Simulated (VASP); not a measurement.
Here is a VASP 6.6.1 calculation.

The input POSCAR:

```
SiNi
1.0
    5.0455955271     -0.0000000000      0.0000000000
    0.0000000000      3.3384141196      0.0000000000
    0.0000000000      0.0000000000      5.4774959030
  Si              Ni
     4     4
Direct
     0.3200192369551240    0.7500000000000000    0.0873579260265253
     0.1799807630448760    0.2500000000000000    0.5873579260265253
     0.8200192369551240    0.7500000000000000    0.4126420739734747
     0.6799807630448760    0.2500000000000000    0.9126420739734747
     0.0093173044139561    0.2500000000000000    0.1878120437528257
     0.4906826955860439    0.7500000000000000    0.6878120437528257
     0.5093173044139561    0.2500000000000000    0.3121879562471743
     0.9906826955860439    0.7500000000000000    0.8121879562471743
```

INCAR.step1

```
SYSTEM = SiNi
PREC = Accurate ; ENCUT = 600
EDIFF = 1E-8 ; ISMEAR = 1
SIGMA = 0.2 ; LREAL = .False.
LASPH = .True. ; NELM = 80
ALGO = Normal ; ISIF = 3
LWAVE = .False. ; LCHARG = .False.
KPAR = 4 ; IBRION = 2
NSW = 40 ; EDIFFG = -0.002
```

File INCAR.step2:

```
SYSTEM = SiNi
PREC = Accurate ; ENCUT = 600
EDIFF = 1E-8 ; ISMEAR = 1
SIGMA = 0.2 ; LREAL = .False.
LASPH = .True. ; NELM = 80
ALGO = Normal ; ISIF = 2
LWAVE = .False. ; LCHARG = .False.
KPAR = 4 ; IBRION = 6
NFREE = 2 ; POTIM = 0.015
NSW = 1
```

The input KPOINTS:

```
Automatic mesh
0
Gamma
  10 14 10
  0 0 0
```

Potentials or basis: VASP PAW LDA potentials, release 64 (Si, Ni).

Launch:

```sh
$ cat potpaw_LDA.64/Si/POTCAR potpaw_LDA.64/Ni/POTCAR > POTCAR
$ cp INCAR.step1 INCAR
$ mpirun -np 4 vasp_std > vasp.out
$ cp CONTCAR POSCAR
$ cp INCAR.step2 INCAR
$ mpirun -np 4 vasp_std > vasp.out
```

**Question.** What does it give for the highest phonon frequency at Γ, LO-TO splitting left out?

**Answer.** 418 cm⁻¹.

Phonon frequencies in cm⁻¹ (negative: imaginary):
```
              q point                                                                                frequencies
(0.000, 0.000, 0.000)  0 0 0 158 179 193 210 210 227 229 232 269 291 303 308 311 336 345 352 360 378 401 404 418
```

Spin polarisation is off, so any magnetic state and its effect on volume and gap are missing.
